A piece of TiAl₂ enclosed in another material may be squeezed or stretched from all sides as the part is made. The stress analyst must decide whether one bulk modulus will serve for both directions. For this crystal form of TiAl₂ the answer depends on how lopsided the energy curve is, and the question here is what makes it so.

TiAl2 (space group Cmmm, 6-atom primitive cell), shape and atoms relaxed at each fixed volume with Ansatz 0.2.0: r2SCAN, plane-wave PAW, scalar-relativistic, no spin polarisation. Cutoff 500 eV, Gamma-centred 10×10×10 k mesh, Gaussian smearing 0.1 eV. Energies count from the minimum of a third-order Birch-Murnaghan fit; positive pressure means compression.

| volume per atom (Å³/atom) | energy over minimum (meV/atom) | pressure (GPa) |
| --- | --- | --- |
| 14.771 | 22.9 | 8.21 |
| 15.242 | 5.4 | 3.80 |
| 15.714 | 0.0 | 0.00 |
| 16.185 | 4.9 | -3.27 |
| 16.657 | 18.8 | -6.08 |

The end rows carry the argument. At 14.771 Å³/atom the cell is squeezed by 6 % in volume, and at 16.657 it is stretched by as much. "Energy over minimum" counts from the lowest point of this cell's own curve, so it does not rank this form against other forms of TiAl₂. Squeezing costs 22.9 meV/atom and stretching 18.8, a difference of 4.1. A negative pressure means that the cell is held stretched.

**Are the bonds plain springs?**

The tempting answer is geometry. Let $y$ be the length of a cell edge relative to the row at 15.714; the cell scales almost uniformly, so one number describes it. If bonds behave as springs in length, the energy is

$$E = K\,(y-1)^2 ,$$

with a single stiffness $K$. Equal steps in volume are not equal steps in length: squeezing shortens the edges by 2.04 %, while stretching lengthens them by only 1.96 %. Even a perfectly symmetric spring then makes squeezing dearer.

The sign is right, so the size has to decide. Fitted to the energies of all five rows, including the two used here, $K$ is 52 100 meV/atom. Squeezing should then cost $52\,100 \times 0.0204^2 \approx 21.7$ meV/atom and stretching $52\,100 \times 0.0196^2 \approx 20.0$. The difference is 1.7 meV/atom, about two fifths of what was computed. Measured against this baseline, geometry is the smaller part of the effect.

**Is it the electrons' resistance to confinement?**

A better picture for a metal starts from its electrons. Shrinking the crystal shortens their wavelengths in proportion to $y$, so their kinetic energy rises as $1/y^2$. The electrostatic attraction that holds the crystal together deepens only as $1/y$. With the minimum at $y=1$, the sum of the two, counted from that minimum, becomes

$$E = T\left(\frac{1}{y}-1\right)^2 ,$$

where $T$ is the kinetic energy at the minimum. The curve is now symmetric in $1/y$, which changes faster on squeezing than on stretching.

With $T$ fitted to the same five energies, this picture gives a difference of 3.3 meV/atom, about four fifths of the computed one. It can also be tested on its stiffness, because $T$ has a physical meaning. The fit asks for 52 eV/atom, whereas a free-electron estimate with four electrons from Ti and three from each Al gives about 26. That estimate is crude, since the d electrons of Ti are not free. Still, both comparisons suggest that something else resists compression.

**Does the electronic state switch on one side?**

If the electrons switched to a lower state on stretching, that side would become cheaper and squeezing would look dear beside it. Such a switch should leave a kink in the curve. In a smooth curve the symmetric part cancels when stretching is subtracted from squeezing, and what remains grows at first as the cube of the volume change. Going from 3 % to 6 % should therefore multiply the difference by eight. Taken with more digits than the table prints, the energies give close to eight, and the smooth Birch-Murnaghan curve, with four parameters, passes through all five with an rms miss of about 0.001 meV/atom.

The overlap in energy between the bands around the Fermi level also drifts steadily, from 1.91 eV in the most squeezed row to 1.62 eV in the most stretched. Nothing in these five rows calls for a switch. The test has a blind spot, however: spin was left out and the crystal symmetry was kept, so the onset of magnetism or a symmetry-breaking distortion could not have shown up.

**What is missing**

The steepness that the energies require can be measured by leaving the power of $y$ free, that is, by fitting $E = K(y^{-n}-1)^2$ to the same rows. The result is best stated as $B'$, the rise of the bulk modulus $B$ per unit of pressure. For this family $B' = n + 2$. Springs in length have $B'=1$ and the simple electron picture has 3; the fit to the rounded energies gives 3.9, and the Birch-Murnaghan fit to the unrounded ones gives just under 4. The case $n=2$, with $B'=4$, is the second-order Birch-Murnaghan curve itself.

This number can be translated into forces. If repulsion goes as $y^{-m}$ and attraction as $y^{-q}$, then $B' = 2 + (m+q)/3$, so the two powers must add up to nearly 6. The energies fix only this sum, not each power. If the attraction is electrostatic, with $q=1$, the repulsion must rise roughly as the fifth power of $1/y$ instead of the second.

Theory offers a possible source for part of this steepness, though these runs do not test it. The valence electrons must keep their waves orthogonal to the filled inner shells of the atoms, and this costs more as the atoms are pushed together. In the simplest estimate the cost follows the density of the valence electrons, and so rises as $y^{-3}$. The inner shells may also begin to overlap each other, but at these distances that part should be small. Added to the electron picture, a steeper repulsion raises the stiffness as well as the lopsidedness, and both had come out too low. It is unlikely to be the whole answer, however. Even if all the repulsion went as $y^{-3}$, the formula above would give only $B' = 2 + (3+1)/3 \approx 3.3$. The rest may come from the bonding of the Ti d electrons, which also changes with distance, or from the way the valence electrons rearrange around the atoms. The table does not separate these parts. A value near 4 is what one expects of many ordinary solids, with or without d electrons, so the cause need not be special to TiAl₂.

**What the pressures add**

The pressures were not used in the fits. They are the slope of the same energy curve, so they are no independent proof, but a slope shows a wrong shape more clearly than a height does. In the most stretched row the springs give −6.7 GPa and the electron picture −6.3, against a computed −6.08. The curve with the free power gives −6.09. The printed analysis below shows the same order of merit over the whole set.

**Back to the modulus**

For a small relative volume change $\delta$, negative on squeezing, the pressure is

$$P \approx -B\,\delta\left[1-\frac{B'+1}{2}\,\delta\right].$$

The departure of the bracket from 1 is the error made by using one modulus for both directions. With $B'=3.9$ and a change of 6 %, it amounts to $4.9 \times 0.06/2 \approx 0.15$. A single modulus thus underestimates the pressure on squeezing, and overestimates the tension on stretching, by roughly 15 % of the straight-line value. With the bulk modulus of the Birch-Murnaghan fit the straight line gives 7.04 GPa at 6 %, so the end rows depart from it by about 17 % on squeezing and 14 % on stretching; the higher terms in $\delta$, dropped here, make the two sides unequal. At 3 % the error is half as large.

One modulus is therefore adequate for changes of a percent or so; at several percent the calculation needs $B'$ as well. In the table a change of 3 % takes between 3 and 4 GPa, so a change of 1 % takes a little over 1 GPa. One modulus will therefore do while the pressure or tension, equal from all sides, stays near or below 1 GPa. The same formula serves a neighbouring alloy once its own $B$ and $B'$ are known: the larger the sum of the powers of its repulsion and its attraction, the more lopsided its curve. The formula keeps only the first correction in $\delta$, so it should not be carried far beyond changes of 6 %; there the full curve is needed, and that curve is tested here only within 6 %. All values are for zero temperature without the motion of the nuclei, so for a hot process the thermal expansion and softening must be added from another source.

The analysis program printed:

```
fit of energy_over_minimum on 5 rows: coefficient of (y-1)**2 52100 +/- 1480; rms 0.774, worst 16.657 1.25, leave-one-out rms 1.46
fit of energy_over_minimum on 5 rows: coefficient of (1/y-1)**2 51877 +/- 465; rms 0.245, worst 16.657 0.401, leave-one-out rms 0.466
fit of energy_over_minimum on 5 rows: coefficient of (y**(-s)-1)**2 13889 +/- 14, s 1.929; rms 0.023, worst 15.242 0.0478, leave-one-out rms 0.15
Energies (meV/atom), pressures (GPa), overlap (eV):
     row     E  E_spring  E_gas      P  P_spring   P_gas  P_power  overlap
  14.771  22.9     21.72  22.54   8.21     7.535   7.982    8.185    1.914
  15.242   5.4      5.33  5.416    3.8     3.655   3.752    3.792    1.847
  15.714     0         0      0      0         0       0        0    1.773
  16.185   4.9     5.099  4.978  -3.27    -3.435  -3.321   -3.264    1.697
  16.657  18.8     20.05   19.2  -6.08    -6.682  -6.277   -6.087     1.62
Energy at 6 % compression over energy at 6 % expansion: 1.218
Extra cost of compression at 6 %, computed (meV/atom): 4.1
Extra cost from length springs (meV/atom): 1.671
Extra cost from electron-gas balance (meV/atom): 3.336
Share of extra cost from length springs (%): 40.77
Share of extra cost from electron-gas balance (%): 81.36
Extra cost at 3 %, from unrounded energies (meV/atom): 0.5
Extra cost at 6 % over that at 3 %, unrounded energies: 8.2
Length change at strongest compression (%): -2.042
Length change at strongest expansion (%): 1.962
Largest departure of edge c from uniform scaling (%): 0.0888
Kinetic energy the gas picture needs for the stiffness (eV/atom): 51.88
Rough free-electron kinetic energy (eV/atom): 25.94
Pressure derivative of bulk modulus from free power: 3.929
Rms pressure miss of length springs (GPa): 0.4162
Rms pressure miss of electron-gas balance (GPa): 0.1383
Rms pressure miss of free power (GPa): 0.01227
```
